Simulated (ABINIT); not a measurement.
# Beyond one shot: SiC (Moissanite), part 2 of 3

Wanted: G0W0 and self-consistent gaps of SiC (Moissanite), with the cost of the cycles.

ABINIT 10.8.3; PBE and many-body steps on it, plane waves. Known limits of the many-body steps: not at the basis limit; coarse k mesh.

So far. Step 4 (G0W0): The gap on the mesh goes from 2.33 eV to 2.74 eV, a correction of +0.41 eV. Step 5 (QSGW, cycle 1): Against G0W0 in ABINIT (3×3×4 mesh, 75 bands, screening to 136.1 eV, Godby-Needs plasmon pole), the gap moves by +0.067 eV.

## 6. Screening, 3×3×4 mesh, 75 bands, screening to 136.1 eV

This step: RPA screening on PBE, plane waves, norm-conserving pseudopotentials.

The input, run.abi:

```
acell 3*1.0 Angstrom
rprim 
  3.075999999976 0.000000000005 0.000000000000
  -1.537999999993 2.663894142018 0.000000000000
  0.000000000000 0.000000000000 5.048000000000
ntypat 2
znucl 14 6
natom 4
typat 1 1 2 2
xred 
  0.333333333333 0.666666666667 0.000000000000
  0.666666666667 0.333333333333 0.500000000000
  0.333333333333 0.666666666667 0.385000000000
  0.666666666667 0.333333333333 0.885000000000
pp_dirpath "pseudos"
pseudos "Si.upf, C.upf"
ecut 37
ngkpt 3 3 4
nshiftk 1
shiftk 0 0 0
kptopt 1
chksymbreak 0
istwfk *1
occopt 1
irdwfk 1
optdriver 3
nband 75
ecuteps 5
inclvkb 2
awtr 1
symchi 1
gwcalctyp 28
mbpt_sciss 1.063 eV
nqptdm 1
qptdm 
  0 0 0
indata_prefix "in"
outdata_prefix "out"
tmpdata_prefix "tmp"
```

On the command line:

```console
$ OMP_NUM_THREADS=1 mpirun -n 4 abinit run.abi > log
```

The log of the run:

```text
.Version 10.8.3 of ABINIT. v10.8.2 released Aug 2026.

 Symmetries : space group P6_3 m c (#186); Bravais hP (primitive hexag.)
[... echo of the input left out ...]
== DATASET  1 ==================================================================
-   mpi_nproc: 4, omp_nthreads: 1 (-1 if OMP is not activated)

--- !DatasetInfo
iteration_state: {dtset: 1, }
dimensions: {natom: 4, nkpt: 9, mband: 75, nsppol: 1, nspinor: 1, nspden: 1, mpw: 3018, }
cutoff_energies: {ecut:  37.0, pawecutdg:  -1.0, }
electrons: {nelect:   1.60000000E+01, charge:   0.00000000E+00, occopt:   1.00000000E+00, tsmear:   1.00000000E-02, }

 SCREENING: Calculation of the susceptibility and dielectric matrices

 Based on a program developped by R.W. Godby, V. Olevano, G. Onida, and L. Reining.
 Incorporated in ABINIT by V. Olevano, G.-M. Rignanese, and M. Torrent.
.Using double precision arithmetic ; gwpc =  8

[... cell and pseudopotentials left out ...]
--------------------------------------------------------------------------------

 ==== K-mesh for the wavefunctions ====
 Number of points in the irreducible wedge :     9
[... list of points left out ...]
 Together with 12 symmetry operations and time-reversal symmetry
 yields    36 points in the full Brillouin Zone.

 ==== Q-mesh for the screening function ====
 Number of points in the irreducible wedge :     9
[... list of points left out ...]
 Together with 12 symmetry operations and time-reversal symmetry
 yields    36 points in the full Brillouin Zone.

 setmesh: FFT mesh size selected  =    20x   20x   36
          total number of points  =        14400

 vcoul_init : cutoff-mode = AUXILIARY_FUNCTION
 q-points for optical limit:   1
     1)      0.000010    0.000020    0.000030

 Dielectric matrix will be calculated only for some
 selected q points provided by the user through the input variables
 nqptdm and qptdm

- screening: taking advantage of time-reversal symmetry
- Maximum band index for partially occupied states nbvw = 8
- Remaining bands to be divided among processors   nbcw = 67
- Number of bands treated by each node ~16

 rdqps: reading QP wavefunctions of the previous step
        looking for file in_QPS
 file not found, 1st iteration initialized with KS eigenelements

 screening : performing a first self-consistency
 update of the energies in W by a scissor operator
 applying a scissor operator of [eV] :   1.063

 Number of electrons calculated from density =   16.0000; Expected =   16.0000
 average of density, n =  0.057319
 r_s =    1.6089
 omega_plasma =   23.0944 [eV]

 calculating chi0 at frequencies [eV] :
  1    0.000000E+00    0.000000E+00
  2    0.000000E+00    2.309436E+01

--------------------------------------------------------------------------------
  q-point number  1        q = ( 0.000000, 0.000000, 0.000000) [r.l.u.]
--------------------------------------------------------------------------------
[... chi0 elements left out ...]
 For q-point:  0.000010 0.000020 0.000030
  dielectric constant =   7.9352
  dielectric constant without local fields =   8.6017

  Average fulfillment of the sum rule on Im[epsilon] for q-point    1 :     80.82  [%]
[... wings left out ...]
== END DATASET(S) ==============================================================
================================================================================

 -outvars: echo values of variables after computation  --------
           etotal      0.0000000000E+00
            nband          75
             nkpt           9
          spgroup         186
 [... the other variables as echoed above ...]

 Calculation completed.
```

Wall time 3.5 s (4 MPI ranks of Intel Xeon Platinum 8488C (Sapphire Rapids), shared host); peak memory 0.54 GiB.

This step gave:

```
ε∞ with local fields, on this mesh, along the program's q direction : 7.935
the same without local fields                                       : 8.602
plasma frequency                                                    : 23.09 eV
plane waves in the screening matrix                                 : 135
```

This screening uses the functional's bands under a rigid shift, the mean opening of the cycle before.

## 7. Screening, 3×3×4 mesh, 75 bands, screening to 136.1 eV

This step: RPA screening on PBE from quasiparticle energies and orbitals, plane waves, norm-conserving pseudopotentials.

run.abi, as its differences from that of step 6:

```diff
@@ -31,7 +31,14 @@
 symchi 1
+irdqps 1
 gwcalctyp 28
-mbpt_sciss 1.063 eV
-nqptdm 1
+nqptdm 8
 qptdm 
-  0 0 0
+  0.3333333333 0.0000000000 0.0000000000
+  0.3333333333 0.3333333333 0.0000000000
+  0.0000000000 0.0000000000 0.2500000000
+  0.3333333333 0.0000000000 0.2500000000
+  0.3333333333 0.3333333333 0.2500000000
+  0.0000000000 0.0000000000 0.5000000000
+  0.3333333333 0.0000000000 0.5000000000
+  0.3333333333 0.3333333333 0.5000000000
 indata_prefix "in"
```

The input, mrgscr.stdin:

```
2
merged
q0_SCR
out_SCR
1
```

On the command line:

```console
$ OMP_NUM_THREADS=1 mpirun -n 4 abinit run.abi > log; mrgscr < mrgscr.stdin
```

The log of the run:

```text
.Version 10.8.3 of ABINIT. v10.8.2 released Aug 2026.

 Symmetries : space group P6_3 m c (#186); Bravais hP (primitive hexag.)
[... echo of the input left out ...]
== DATASET  1 ==================================================================
-   mpi_nproc: 4, omp_nthreads: 1 (-1 if OMP is not activated)

--- !DatasetInfo
iteration_state: {dtset: 1, }
dimensions: {natom: 4, nkpt: 9, mband: 75, nsppol: 1, nspinor: 1, nspden: 1, mpw: 3018, }
cutoff_energies: {ecut:  37.0, pawecutdg:  -1.0, }
[...]
q-point number  1        q = ( 0.333333, 0.000000, 0.000000) [r.l.u.]
--------------------------------------------------------------------------------
[... chi0 elements left out ...]
  Average fulfillment of the sum rule on Im[epsilon] for q-point    2 :     88.99  [%]

--------------------------------------------------------------------------------
  q-point number  2        q = ( 0.333333, 0.333333, 0.000000) [r.l.u.]
--------------------------------------------------------------------------------
[... chi0 elements left out ...]
  Average fulfillment of the sum rule on Im[epsilon] for q-point    3 :     85.26  [%]

 [... 6 further q-points ...]
```

Elapsed: 6.1 s, on 4 MPI ranks; peak memory 0.51 GiB; 23 s of CPU time.

This step gave:

| Quantity | Value |
| --- | --- |
| plasma frequency | 23.09 eV |
| plane waves in the screening matrix | 135 |

This screening reads the quasiparticle levels of the cycle before.

## 8. QSGW, cycle 2

The corrected levels of the last cycle go back in.

This step: QSGW on PBE, plane waves, norm-conserving pseudopotentials.

run.abi, as its differences from that of step 7:

```diff
@@ -25,12 +25,10 @@
 irdwfk 1
-optdriver 3
+optdriver 4
 nband 75
-ecuteps 5
-inclvkb 2
-awtr 1
-symchi 1
-irdqps 1
 gwcalctyp 28
-nqptdm 8
-qptdm 
+ecutsigx 37
+symsigma 0
+nkptgw 9
+kptgw 
+  0.0000000000 0.0000000000 0.0000000000
   0.3333333333 0.0000000000 0.0000000000
@@ -43,2 +41,17 @@
   0.3333333333 0.3333333333 0.5000000000
+bdgw 
+  1 22
+  1 22
+  1 22
+  1 22
+  1 22
+  1 22
+  1 22
+  1 22
+  1 22
+ecuteps 5
+irdscr 1
+ppmodel 1
+irdqps 1
+rhoqpmix 0.3
 indata_prefix "in"
```

On the command line:

```console
$ OMP_NUM_THREADS=1 mpirun -n 4 abinit run.abi > log
```

The log of the run:

```text
.Version 10.8.3 of ABINIT. v10.8.2 released Aug 2026.

 Symmetries : space group P6_3 m c (#186); Bravais hP (primitive hexag.)
[... echo of the input left out ...]
== DATASET  1 ==================================================================
-   mpi_nproc: 4, omp_nthreads: 1 (-1 if OMP is not activated)

--- !DatasetInfo
iteration_state: {dtset: 1, }
dimensions: {natom: 4, nkpt: 9, mband: 75, nsppol: 1, nspinor: 1, nspden: 1, mpw: 3018, }
cutoff_energies: {ecut:  37.0, pawecutdg:  -1.0, }
[...]
.  kptgw no:  3; Maximum DeltaE = (  -0.274   0.010) for band index:  2
[...]
.  kptgw no:  8; Maximum DeltaE = (  -0.287   0.014) for band index:  2
.  kptgw no:  9; Maximum DeltaE = (   0.323   0.007) for band index: 22

== END DATASET(S) ==============================================================
================================================================================

 -outvars: echo values of variables after computation  --------
           etotal      0.0000000000E+00
            nband          75
             nkpt           9
          spgroup         186
 [... the other variables as echoed above ...]

 Calculation completed.
```

It took 56 s on 4 MPI ranks; peak memory 1.1 GiB.

This step gave:

```yaml
quasiparticle_gap_on_the_mesh: 2.870 eV
gap_of_the_density_functional_on_the_mesh: 2.329 eV
k_of_the_valence_top: 0, 0, 0
k_of_the_conduction_bottom: 0.3333, 0.3333, 0
least_direct_quasiparticle_gap_on_the_computed_points: 5.452 eV
```

Against the cycle before, the gap moves by +0.063 eV.

## 9. Screening, 3×3×4 mesh, 75 bands, screening to 136.1 eV

This step: RPA screening on PBE, plane waves, norm-conserving pseudopotentials.

The input, run.abi:

```
acell 3*1.0 Angstrom
rprim 
  3.075999999976 0.000000000005 0.000000000000
  -1.537999999993 2.663894142018 0.000000000000
  0.000000000000 0.000000000000 5.048000000000
ntypat 2
znucl 14 6
natom 4
typat 1 1 2 2
xred 
  0.333333333333 0.666666666667 0.000000000000
  0.666666666667 0.333333333333 0.500000000000
  0.333333333333 0.666666666667 0.385000000000
  0.666666666667 0.333333333333 0.885000000000
pp_dirpath "pseudos"
pseudos "Si.upf, C.upf"
ecut 37
ngkpt 3 3 4
nshiftk 1
shiftk 0 0 0
kptopt 1
chksymbreak 0
istwfk *1
occopt 1
irdwfk 1
optdriver 3
nband 75
ecuteps 5
inclvkb 2
awtr 1
symchi 1
gwcalctyp 28
mbpt_sciss 1.114 eV
nqptdm 1
qptdm 
  0 0 0
indata_prefix "in"
outdata_prefix "out"
tmpdata_prefix "tmp"
```

The log of the run:

```text
.Version 10.8.3 of ABINIT. v10.8.2 released Aug 2026.

 Symmetries : space group P6_3 m c (#186); Bravais hP (primitive hexag.)
[... echo of the input left out ...]
== DATASET  1 ==================================================================
-   mpi_nproc: 4, omp_nthreads: 1 (-1 if OMP is not activated)

--- !DatasetInfo
iteration_state: {dtset: 1, }
dimensions: {natom: 4, nkpt: 9, mband: 75, nsppol: 1, nspinor: 1, nspden: 1, mpw: 3018, }
cutoff_energies: {ecut:  37.0, pawecutdg:  -1.0, }
[...]
[... chi0 elements left out ...]
 For q-point:  0.000010 0.000020 0.000030
  dielectric constant =   7.8936
  dielectric constant without local fields =   8.5536

  Average fulfillment of the sum rule on Im[epsilon] for q-point    1 :     80.98  [%]
[... wings left out ...]
== END DATASET(S) ==============================================================
================================================================================

 -outvars: echo values of variables after computation  --------
           etotal      0.0000000000E+00
            nband          75
             nkpt           9
          spgroup         186
 [... the other variables as echoed above ...]

 Calculation completed.
```

The job ended after 3.5 s (4 MPI ranks; peak memory 0.54 GiB; 13 s of CPU time).

Numbers from this step:

| Quantity | Value |
| --- | --- |
| ε∞ with local fields, on this mesh, along the program's q direction | 7.894 |
| the same without local fields | 8.554 |
| plasma frequency | 23.09 eV |
| plane waves in the screening matrix | 135 |

This screening uses the functional's bands under a rigid shift, the mean opening of the cycle before.

## 10. Screening, 3×3×4 mesh, 75 bands, screening to 136.1 eV

This step: RPA screening on PBE from quasiparticle energies and orbitals, plane waves, norm-conserving pseudopotentials.

run.abi, as its differences from that of step 9:

```diff
@@ -31,7 +31,14 @@
 symchi 1
+irdqps 1
 gwcalctyp 28
-mbpt_sciss 1.114 eV
-nqptdm 1
+nqptdm 8
 qptdm 
-  0 0 0
+  0.3333333333 0.0000000000 0.0000000000
+  0.3333333333 0.3333333333 0.0000000000
+  0.0000000000 0.0000000000 0.2500000000
+  0.3333333333 0.0000000000 0.2500000000
+  0.3333333333 0.3333333333 0.2500000000
+  0.0000000000 0.0000000000 0.5000000000
+  0.3333333333 0.0000000000 0.5000000000
+  0.3333333333 0.3333333333 0.5000000000
 indata_prefix "in"
```

mrgscr.stdin is that of step 7.

On the command line:

```console
$ OMP_NUM_THREADS=1 mpirun -n 4 abinit run.abi > log; mrgscr < mrgscr.stdin
```

The log of the run:

```text
.Version 10.8.3 of ABINIT. v10.8.2 released Aug 2026.

 Symmetries : space group P6_3 m c (#186); Bravais hP (primitive hexag.)
[... echo of the input left out ...]
== DATASET  1 ==================================================================
-   mpi_nproc: 4, omp_nthreads: 1 (-1 if OMP is not activated)

--- !DatasetInfo
iteration_state: {dtset: 1, }
dimensions: {natom: 4, nkpt: 9, mband: 75, nsppol: 1, nspinor: 1, nspden: 1, mpw: 3018, }
cutoff_energies: {ecut:  37.0, pawecutdg:  -1.0, }
[...]
q-point number  1        q = ( 0.333333, 0.000000, 0.000000) [r.l.u.]
--------------------------------------------------------------------------------
[... chi0 elements left out ...]
  Average fulfillment of the sum rule on Im[epsilon] for q-point    2 :     89.26  [%]

--------------------------------------------------------------------------------
  q-point number  2        q = ( 0.333333, 0.333333, 0.000000) [r.l.u.]
--------------------------------------------------------------------------------
[... chi0 elements left out ...]
  Average fulfillment of the sum rule on Im[epsilon] for q-point    3 :     85.56  [%]

 [... 6 further q-points ...]
```

It took 5.8 s on 4 MPI ranks; peak memory 0.52 GiB.

This step gave:

| Property | Result |
| --- | --- |
| plasma frequency | 23.09 eV |
| plane waves in the screening matrix | 135 |

This screening reads the quasiparticle levels of the cycle before.

## 11. QSGW, cycle 3

This step: QSGW on PBE, plane waves, norm-conserving pseudopotentials.

run.abi, as its differences from that of step 10:

```diff
@@ -25,12 +25,10 @@
 irdwfk 1
-optdriver 3
+optdriver 4
 nband 75
-ecuteps 5
-inclvkb 2
-awtr 1
-symchi 1
-irdqps 1
 gwcalctyp 28
-nqptdm 8
-qptdm 
+ecutsigx 37
+symsigma 0
+nkptgw 9
+kptgw 
+  0.0000000000 0.0000000000 0.0000000000
   0.3333333333 0.0000000000 0.0000000000
@@ -43,2 +41,17 @@
   0.3333333333 0.3333333333 0.5000000000
+bdgw 
+  1 22
+  1 22
+  1 22
+  1 22
+  1 22
+  1 22
+  1 22
+  1 22
+  1 22
+ecuteps 5
+irdscr 1
+ppmodel 1
+irdqps 1
+rhoqpmix 0.3
 indata_prefix "in"
```

On the command line:

```console
$ OMP_NUM_THREADS=1 mpirun -n 4 abinit run.abi > log
```

The log of the run:

```text
.Version 10.8.3 of ABINIT. v10.8.2 released Aug 2026.

 Symmetries : space group P6_3 m c (#186); Bravais hP (primitive hexag.)
[... echo of the input left out ...]
== DATASET  1 ==================================================================
-   mpi_nproc: 4, omp_nthreads: 1 (-1 if OMP is not activated)

--- !DatasetInfo
iteration_state: {dtset: 1, }
dimensions: {natom: 4, nkpt: 9, mband: 75, nsppol: 1, nspinor: 1, nspden: 1, mpw: 3018, }
cutoff_energies: {ecut:  37.0, pawecutdg:  -1.0, }
[...]
.  kptgw no:  3; Maximum DeltaE = (  -0.084   0.015) for band index: 21
[...]
.  kptgw no:  8; Maximum DeltaE = (  -0.072  -0.000) for band index:  8
.  kptgw no:  9; Maximum DeltaE = (  -0.118   0.010) for band index: 22

== END DATASET(S) ==============================================================
================================================================================

 -outvars: echo values of variables after computation  --------
           etotal      0.0000000000E+00
            nband          75
             nkpt           9
          spgroup         186
 [... the other variables as echoed above ...]

 Calculation completed.
```

Elapsed: 58 s, on 4 MPI ranks; peak memory 1.1 GiB.

Numbers from this step:

| Item | Value |
| --- | --- |
| quasiparticle gap on the mesh | 3.013 eV |
| gap of the density functional on the mesh | 2.329 eV |
| k of the valence top | 0, 0, 0 |
| k of the conduction bottom | 0.3333, 0.3333, 0 |
| least direct quasiparticle gap on the computed points | 5.578 eV |

Against the cycle before, the gap moves by +0.143 eV.

## 12. Screening, 3×3×4 mesh, 75 bands, screening to 136.1 eV

This step: RPA screening on PBE, plane waves, norm-conserving pseudopotentials.

The input, run.abi:

```
acell 3*1.0 Angstrom
rprim 
  3.075999999976 0.000000000005 0.000000000000
  -1.537999999993 2.663894142018 0.000000000000
  0.000000000000 0.000000000000 5.048000000000
ntypat 2
znucl 14 6
natom 4
typat 1 1 2 2
xred 
  0.333333333333 0.666666666667 0.000000000000
  0.666666666667 0.333333333333 0.500000000000
  0.333333333333 0.666666666667 0.385000000000
  0.666666666667 0.333333333333 0.885000000000
pp_dirpath "pseudos"
pseudos "Si.upf, C.upf"
ecut 37
ngkpt 3 3 4
nshiftk 1
shiftk 0 0 0
kptopt 1
chksymbreak 0
istwfk *1
occopt 1
irdwfk 1
optdriver 3
nband 75
ecuteps 5
inclvkb 2
awtr 1
symchi 1
gwcalctyp 28
mbpt_sciss 1.220 eV
nqptdm 1
qptdm 
  0 0 0
indata_prefix "in"
outdata_prefix "out"
tmpdata_prefix "tmp"
```

The log of the run:

```text
.Version 10.8.3 of ABINIT. v10.8.2 released Aug 2026.

 Symmetries : space group P6_3 m c (#186); Bravais hP (primitive hexag.)
[... echo of the input left out ...]
== DATASET  1 ==================================================================
-   mpi_nproc: 4, omp_nthreads: 1 (-1 if OMP is not activated)

--- !DatasetInfo
iteration_state: {dtset: 1, }
dimensions: {natom: 4, nkpt: 9, mband: 75, nsppol: 1, nspinor: 1, nspden: 1, mpw: 3018, }
cutoff_energies: {ecut:  37.0, pawecutdg:  -1.0, }
[...]
[... chi0 elements left out ...]
 For q-point:  0.000010 0.000020 0.000030
  dielectric constant =   7.8088
  dielectric constant without local fields =   8.4555

  Average fulfillment of the sum rule on Im[epsilon] for q-point    1 :     81.32  [%]
[... wings left out ...]
== END DATASET(S) ==============================================================
================================================================================

 -outvars: echo values of variables after computation  --------
           etotal      0.0000000000E+00
            nband          75
             nkpt           9
          spgroup         186
 [... the other variables as echoed above ...]

 Calculation completed.
```

Run time: 3.6 s. Hardware: 4 MPI ranks; peak memory 0.54 GiB.

Numbers from this step:

- ε∞ with local fields, on this mesh, along the program's q direction: 7.809
- the same without local fields: 8.456
- plasma frequency: 23.09 eV
- plane waves in the screening matrix: 135

This screening uses the functional's bands under a rigid shift, the mean opening of the cycle before.

(Part 2 of 3 ends here.)

[Paths, hosts, dates, memory and timing lines, banners, echoed tables and standing remarks are left out of the program output.]

[Logs are printed without paths, hosts, clocks, repeated set-up lines and the standing remarks that a program may print on its own settings, such as how far it seeks lower states.]

[Runs of the session that timed out or met a known fault of the program may be left out.]

[Hosts, paths, dates, database ids (printed as entryN), source tags and the programs' standing remarks are cut or masked in the printed files.]

[G0W0 gaps are taken among the corrected bands and points alone; a level outside them can change the order at an edge.]

[Where Ansatz stands beside ABINIT at settings called matched, ABINIT's density can come from a denser mesh and the files from another edition; pairs whose starting gaps differed by over 0.03 eV were left out, so agreement reads better than it is.]
